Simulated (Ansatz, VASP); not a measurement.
# Li in VASP and in Ansatz

File INCAR:

```
PREC = Accurate
ENCUT = 600
EDIFF = 1E-6
ISMEAR = -1
SIGMA = 0.05
LREAL = False
LASPH = True
NELM = 80
ALGO = Normal
ISIF = 3
LWAVE = False
LCHARG = False
GGA = CA
IBRION = 2
NSW = 60
EDIFFG = -0.01
```

KPOINTS

```
Automatic mesh
0
Gamma
  11 11 11
```

POSCAR

```
Li
1.0
   -1.7546500000      1.7546500000      1.7546500000
    1.7546500000     -1.7546500000      1.7546500000
    1.7546500000      1.7546500000     -1.7546500000
Li
1
Direct
    0.0000000000      0.0000000000      0.0000000000
```

Contents of input.yaml:

```yaml
crystal:
  lattice:
    - [-1.75465, 1.75465, 1.75465]
    - [1.75465, -1.75465, 1.75465]
    - [1.75465, 1.75465, -1.75465]
  atoms:
    - { symbol: Li, position: [0.0, 0.0, 0.0] }
hamiltonian:
  xc: lda
  pseudopotentials: { kind: paw }
kpoints:
  mp_grid: { grid: [11, 11, 11] }
scf:
  occupations: { method: fermi_dirac, width: 0.05 }
output:
  forces: true
  stress: true
  write_density: true
  write_potential: true
  elf: true
  volumetric_format: npy
relax:
  f_tol: 0.01
  max_steps: 40
  cell: { stress_tol: 0.05 }
```

Alike in both runs: task relaxation of cell and atoms; functional LDA; k mesh 11 × 11 × 11; occupations fermi-dirac, width 0.05 eV; no spin polarisation.

|  | VASP | Ansatz |
| --- | --- | --- |
| version | VASP 6.6.1 | Ansatz 0.2.0 |
| potentials or method | VASP PAW LDA potentials, release 64 (Li_sv) | Ansatz PAW |
| plane-wave cutoff (eV) | 600 | 420 |
| valence electrons in the cell | 3 | 3 |

VASP gave:

| Item | Value |
| --- | --- |
| gap on the k mesh at the Fermi level, each at its own relaxed structure (eV) | none |
| relaxed volume (Å³/atom) | 18.68 |
| relaxed cell length with the largest relative difference (Å) | 2.895 |
| energy change over the relaxation (meV/atom) | -17 |

Q: Which values does Ansatz return?

A: gap on the k mesh at the Fermi level, each at its own relaxed structure (eV): none; relaxed volume (Å³/atom): 19.02; relaxed cell length with the largest relative difference (Å): 2.912; energy change over the relaxation (meV/atom): -14.

A gap of «none» marks a metal or a gap that the smearing closes.

Caveats: the cutoff is under 1.25 times the usual one of these potentials, so pressure, stress and relaxed cells hold a basis-set (Pulay) error (VASP); the volume moved by -14 % from the deposited cell, more than functionals usually miss (VASP); the plane-wave basis is chosen anew once the cell has moved, so the energies of steps on either side of that aren't comparable (Ansatz); the volume moved by -12 % from the deposited cell, more than functionals usually miss (Ansatz). Zero-point motion and thermal expansion aren't in these numbers.
